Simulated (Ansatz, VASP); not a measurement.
# BaTe: VASP beside Ansatz

```
Ba Te
1.0
     0.00000    3.47140    3.47140
     3.47140    0.00000    3.47140
     3.47140    3.47140    0.00000
Ba Te
1 1
Direct
  0.00000 0.00000 0.00000
  0.53638 0.53638 0.53638
```

Change from the starting cell: all Te atoms moved +0.438 Å, as atom 2 along Cartesian [1 1 1].

Alike in both runs: task single point; functional PBEsol; k mesh 8 × 8 × 8; occupations gaussian, width 0.05 eV; no spin polarisation.

```csv
,VASP,Ansatz
version,VASP 6.6.1,Ansatz 0.2.0
potentials or method,"VASP PAW PBE potentials, release 64 (Ba_sv, Te)","scalar-relativistic, plane waves, PAW"
plane-wave cutoff (eV),520,420
valence electrons in the cell,16,26
```

```csv
,VASP,Ansatz,Ansatz less VASP
gap on the k mesh at the Fermi level (eV),2.06,2.12,+0.057
least direct gap on the mesh (eV),2.24,2.27,+0.036
pressure (GPa),1.9,1.4,-0.44
largest component of the traceless stress (GPa),0.58,0.54,-0.036
rms of the force components (eV/Å),0.601,0.570,-0.0316
```

Atom by atom the forces differ by 0.032 eV/Å (rms over components). The two sets of potentials don't hold the same shells in valence.

Caveats: the PAW data sets were made with another functional, which shifts forces and pressure a little (VASP); spin-orbit coupling is left out, which moves the levels of the heavy elements. A k mesh can miss the band edges.
